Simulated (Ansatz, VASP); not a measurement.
WC in VASP and in Ansatz

File INCAR:

```
  ALGO = Normal
  EDIFF = 1E-6
  ENCUT = 520
  GGA = PE
  ISIF = 2
  ISMEAR = -1
  LASPH = True
  LCHARG = False
  LREAL = False
  LWAVE = False
  NBANDS = 16
  NELM = 80
  PREC = Accurate
  SIGMA = 0.1
```

KPOINTS

```
k-points
0
Gamma
  17 17 15
```

File POSCAR:

```
WC
1.0
    2.8576459948      0.0000000000      0.0000000000
   -1.4288229974      2.4747940265      0.0000000000
    0.0000000000      0.0000000000      2.7980647087
W C
1 1
Direct
    0.0000000000      0.0000000000      0.0000000000
    0.3333333333      0.6666666667      0.5000000000
```

Input for Ansatz:

```yaml
crystal:
  lattice:
    - [2.8576459948, 0.0, 0.0]
    - [-1.4288229974, 2.4747940265, 0.0]
    - [0.0, 0.0, 2.7980647087]
  atoms:
    - { symbol: W, position: [0.0, 0.0, 0.0] }
    - { symbol: C, position: [0.3333333333, 0.6666666667, 0.5] }
kpoints:
  mp_grid: { grid: [17, 17, 15] }
scf:
  occupations: { method: fermi_dirac, width: 0.1 }
hamiltonian:
  xc: pbe
  pseudopotentials: { kind: all_electron, lapw: { basis_error: 0.001 } }
output:
  forces: true
  stress: true
  eigenvalues: true
  populations: true
```

Change from the starting cell: volume scaled by 0.94, LAPW.

Alike in both runs: task single point; functional PBE; k mesh 17 × 17 × 15; occupations fermi-dirac, width 0.1 eV; no spin polarisation.

```csv
,VASP,Ansatz
version,VASP 6.6.1,Ansatz 0.2.0
potentials or method,"VASP PAW PBE potentials, release 64 (W_sv, C)","all-electron LAPW, scalar-relativistic"
plane-wave cutoff (eV),520,see its input
```

Ansatz gave:

```
pressure (GPa)                                  : 27.0
largest component of the traceless stress (GPa) : 0.02
```

Problem. What did VASP give for the same quantities?

Solution. Pressure (GPa): 28.4; largest component of the traceless stress (GPa): 0.22.

Ansatz ran all-electron here, so the differences hold the error of VASP's frozen core and of both bases.

Caveats: so large a pressure means that the cell lies far from this level's equilibrium, or that cutoff or potentials fall short (VASP). Spin-orbit coupling is left out, which matters for the levels of W.
